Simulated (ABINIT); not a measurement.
A run of ABINIT 10.8.3 (patched build) is set up as follows.

File run.abi:

```
ndtset 2

pp_dirpath "./"
pseudos "In.GGA_PBE-JTH.xml, As.GGA_PBE-JTH.xml"

acell 3*1.0 Angstrom
rprim
     0.0000000000     2.8773040000     2.8773040000
     2.8773040000     0.0000000000     2.8773040000
     2.8773040000     2.8773040000     0.0000000000
ntypat 2
znucl 49 33
natom 2
typat 1 2
xred
     0.5000000000     0.5000000000     0.5000000000
     0.0000000000     0.0000000000     0.0000000000

ecut 26.0
pawecutdg 48.0
pawxcdev 0

ixc -116133

occopt 3
tsmear 0.05 eV

nstep 100

iomode 3
prtwf 0
prteig 0
prtebands 0
enunit 1
prtden1 1

kptopt1 1
ngkpt1 8 8 8
nshiftk1 1
shiftk1 0.0 0.0 0.0
nband1 18
tolvrs1 1.0e-9

iscf2 -2
getden2 1
nband2 24
nbdbuf2 4
tolwfr2 1.0e-11
kptopt2 -9
ndivsm2 6
prteig2 1
kptbounds2
     0.0000000000     0.0000000000     0.0000000000
     0.5000000000     0.0000000000     0.5000000000
     0.5000000000     0.2500000000     0.7500000000
     0.3750000000     0.3750000000     0.7500000000
     0.0000000000     0.0000000000     0.0000000000
     0.5000000000     0.5000000000     0.5000000000
     0.6250000000     0.2500000000     0.6250000000
     0.5000000000     0.2500000000     0.7500000000
     0.5000000000     0.5000000000     0.5000000000
     0.3750000000     0.3750000000     0.7500000000
```

Potentials or basis: JTH PAW PBE v2.0.

Launch:

```sh
$ abinit run.abi > log 2>&1
```

(1) Estimate the pressure.

(2) Predict the band gap on the k mesh.

Results:

(1) -3.6 GPa.

(2) none (metal or under the smearing width).

Caveat: the PAW data sets were made with another functional, which shifts forces and pressure a little; spin-orbit coupling is left out, which moves the levels of the heavy elements.
